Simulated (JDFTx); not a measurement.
Write the native input for JDFTx 1.7.0 (patched build) that does the following.

| Property | Result |
| --- | --- |
| Task | single point |
| Functional | PBE |
| Potentials or basis | PseudoDojo-SR-PBE-0.5-standard |
| Cutoff | 1306 eV |
| Density cutoff | 10449 eV |
| k mesh | 10 × 10 × 10 |
| Occupations | fermi-dirac, width 0.05 eV |
| Spin | collinear spin, ferromagnetic start |
| Starting moments | [4.0, 0.0] μB |
| Density cutoff over wavefunction cutoff | 8 |
| Max SCF steps | 100 |
| SCF threshold on the energy | 1e-09 Ha |
| Solver of the electrons | scf |
| Further solve for the empty bands | yes |

The system is MnO.

```
Mn O
1.0
     0.00000    2.22391    2.22391
     2.22391    0.00000    2.22391
     2.22391    2.22391    0.00000
Mn O
1 1
Direct
  0.00000 0.00000 0.00000
  0.50000 0.50000 0.50000
```

The cell is a database's computed one.

One way to write it, as run:

MnO.in

```
lattice \
    0.0000000000     4.2025764847     4.2025764847 \
    4.2025764847     0.0000000000     4.2025764847 \
    4.2025764847     4.2025764847     0.0000000000
coords-type Lattice
ion Mn     0.0000000000     0.0000000000     0.0000000000 1
ion O      0.5000000000     0.5000000000     0.5000000000 1

ion-species pseudo/Mn.upf
ion-species pseudo/O.upf
elec-cutoff 48 384
elec-ex-corr gga-PBE
kpoint-folding 10 10 10
elec-smearing Fermi 0.0018374661
elec-n-bands 19
spintype z-spin
initial-magnetic-moments Mn 4
elec-initial-magnetization 4 no
electronic-SCF nIterations 100 energyDiffThreshold 1e-09
electronic-minimize nIterations 30 energyDiffThreshold 1e-7
converge-empty-states yes
forces-output-coords Cartesian

dump-name run.$VAR
dump End Ecomponents EigStats BandEigs Kpoints Forces Stress ElecDensity Dtot
```

Potentials or basis: PseudoDojo-SR-PBE-0.5-standard.

Launch:

```bash
$ jdftx -c 1 -i MnO.in -o MnO.out
```

Results of the run:

```json
{"Pressure": "0.5 GPa", "Band gap on the k mesh": "none (metal or under the smearing width)", "Net moment": "4.83 μB per cell", "Absolute moment": "4.83 μB per cell", "Site moments": "Mn +4.55; O +0.27 μB", "Loewdin charges": "Mn +1.17; O -1.05 e"}
```

Caveat: the atomic charges don't sum to the cell's charge; a cell with one magnetic atom can't hold antiferromagnetic order, which such compounds often take; semilocal functionals often make such compounds metallic where correlation or magnetic order opens a gap, which also shifts bond lengths.

It took 4.4 min on 1 thread of Arm Neoverse V1, with other jobs on the host, peak memory 0.22 GiB.
